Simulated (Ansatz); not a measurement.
# InPd (Pm-3m), a vibration from a frozen displacement

These are results of DFT PBE, scalar-relativistic, plane waves, PAW in Ansatz 0.2.0, not measurements. The runs took a 420 eV cutoff, a Γ-centred 14×14×14 mesh and Gaussian smearing (0.15 eV). No spin polarisation. Energies are free energies at this smearing, counted from the undisturbed cell; pressure is positive in compression.

The undisturbed cell (as given, not relaxed at this level; it stands at 3.7 GPa, and it needn't be the usual structure):

```yaml
crystal:
  lattice:
    - [3.27188, 0.00000, 0.00000]
    - [0.00000, 3.27188, 0.00000]
    - [0.00000, 0.00000, 3.27188]
  atoms:
    - { symbol: In, position: [0.00000, 0.00000, 0.00000] }
    - { symbol: Pd, position: [0.50000, 0.50000, 0.50000] }
```

Every In atom is moved by x along the Cartesian unit vector (1.000, 0.000, 0.000); the cell and all other atoms stay fixed. The cell's volume is 35.03 Å³; the moved atoms weigh 114.818 u together and the others 106.420 u. Some rows repeat others by symmetry and weren't run.

```
  x (Å)  ΔE (meV/cell) total force on the moved atoms along the move (eV/Å) pressure (GPa)
-0.1000          20.88                                                0.4177          4.1631
-0.0875          15.98                                                0.3654          4.0509
-0.0750          11.74                                                0.3132          3.9536
-0.0625           8.15                                                0.2609          3.8712
-0.0500           5.22                                                0.2087          3.8038
-0.0375           2.93                                                0.1565          3.7513
-0.0250           1.30                                                0.1043          3.7138
-0.0125           0.33                                                0.0522          3.6913
 0.0000           0.00                                                0.0000          3.6838
 0.0125           0.33                                               -0.0522          3.6913
 0.0250           1.30                                               -0.1043          3.7138
 0.0375           2.93                                               -0.1565          3.7513
 0.0500           5.22                                               -0.2087          3.8038
 0.0625           8.15                                               -0.2609          3.8712
 0.0750          11.74                                               -0.3132          3.9536
 0.0875          15.98                                               -0.3654          4.0509
 0.1000          20.88                                               -0.4177          4.1631
```

Task: What frequency belongs to this motion?

Result: The force constant is k = −dF/dx = 4.176 eV/Å², from the parabola through x = -0.0125, 0 and 0.0125. In every cell the moved atoms swing against the rest, so the mass is μ = m₁m₂/(m₁ + m₂) = 55.230 u, and ν̃ = 521.5 cm⁻¹ × √(|k|/μ) = 143 cm⁻¹, at this cell's pressure of 3.7 GPa. To first order in x, and within 1 %, the force on every atom lies along the move and, within each of the two groups, in proportion to the atom's mass, so this is itself a mode at the zone centre of this cell.

Task: How far does the harmonic law reach?

Result: At x = -0.100 Å, kx²/2 = 20.88 meV against the computed 20.88 meV (-0.0 %): the well is still close to harmonic there.

In a metal these slopes depend on the k mesh and the smearing.